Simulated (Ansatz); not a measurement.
Input and command of a plane-wave DFT calculation in Ansatz:

```yaml
crystal:
  lattice:
    - [-3.6043047991, 0.0, 0.0]
    - [0.0, -3.6043047991, 0.0]
    - [0.0, 0.0, 11.5279346079]
  atoms:
    - { symbol: Hf, position: [0.5, 0.5, 0.1842033706] }
    - { symbol: Hf, position: [0.5, 0.5, 0.6408304667] }
    - { symbol: Hf, position: [1.0, 1.0, 0.4125169186] }
    - { symbol: Hf, position: [1.0, 1.0, 0.8691440147] }
    - { symbol: O, position: [0.0, 0.5, 0.2724475127] }
    - { symbol: O, position: [0.0, 0.5, 0.7290746088] }
    - { symbol: O, position: [0.5, 0.0, 0.3242727765] }
    - { symbol: O, position: [0.5, 0.0, 0.7808998726] }
    - { symbol: O, position: [0.5, 0.0, 0.0959592284] }
    - { symbol: O, position: [0.5, 0.0, 0.5525863245] }
    - { symbol: O, position: [0.0, 0.5, 0.0441339646] }
    - { symbol: O, position: [0.0, 0.5, 0.5007610607] }
basis:
  ecutwfc: 420
kpoints:
  mp_grid: { grid: [6, 6, 2] }
hamiltonian:
  xc: pbe
scf:
  occupations: { method: gaussian, width: 0.05 }
output:
  forces: true
  stress: true
  eigenvalues: true
```

```bash
ansatz run input.yaml --threads 2 --pin off --max-ram 5120MiB --backend cpu --events-out ev --progress --plain --runs-dir out
```

Processor: Arm Neoverse V2, 2 threads, on a host shared with other jobs.

Problem. Estimate time, memory and problem size.

Solution. About 23 s on 2 threads of Arm Neoverse V2, on a shared host, peak memory 0.61 GiB. It solves 92 bands at 32 k points (the mesh reduced by the symmetry that the task leaves, which can be less than the crystal's) with about 2895 plane waves, in 10 SCF iterations.
